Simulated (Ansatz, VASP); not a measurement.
## One calculation of C, two programs

Contents of INCAR:

```
SYSTEM = C
PREC = Accurate
ENCUT = 520
EDIFF = 1E-7
ISMEAR = -1
SIGMA = 0.03
LREAL = .FALSE.
LASPH = .TRUE.
NELM = 100
ALGO = Normal
ISIF = 2
LWAVE = .FALSE.
LCHARG = .TRUE.
GGA = PE
LELF = .TRUE.
LVHAR = .TRUE.
NBANDS = 8
```

Contents of KPOINTS:

```
Automatic mesh
0
G
  16 16 16
  0 0 0
```

POSCAR

```
C
1.0
   -1.1958096804      1.1958096804      1.1958096804
    1.1958096804     -1.1958096804      1.1958096804
    1.1958096804      1.1958096804     -1.1958096804
C
1
Direct
    0.0000000000      0.0000000000      0.0000000000
```

Input for Ansatz:

```yaml
crystal:
  lattice:
    - [-1.1958096804, 1.1958096804, 1.1958096804]
    - [1.1958096804, -1.1958096804, 1.1958096804]
    - [1.1958096804, 1.1958096804, -1.1958096804]
  atoms:
    - { symbol: C, position: [0.0, 0.0, 0.0] }
kpoints:
  mp_grid: { grid: [16, 16, 16] }
scf:
  occupations: { method: fermi_dirac, width: 0.03 }
hamiltonian:
  xc: pbe
  pseudopotentials: { kind: all_electron, lapw: { basis_error: 0.00025 } }
output:
  forces: true
  stress: true
  eigenvalues: true
```

Change from the starting cell: volume scaled by 1.03.

Alike in both runs: task single point; functional PBE; k mesh 16 × 16 × 16; occupations fermi-dirac, width 0.03 eV; no spin polarisation.

```csv
,VASP,Ansatz
version,VASP 6.6.1,Ansatz 0.2.0
potentials or method,"VASP PAW PBE potentials, release 64 (C)","all-electron LAPW, scalar-relativistic"
plane-wave cutoff (eV),520,see its input
```

VASP gave:

| Quantity | Value |
| --- | --- |
| pressure (GPa) | -5.0 |

Which values does Ansatz return?

Pressure (GPa): -5.1.

Ansatz ran all-electron here, so the differences hold the error of VASP's frozen core and of both bases.
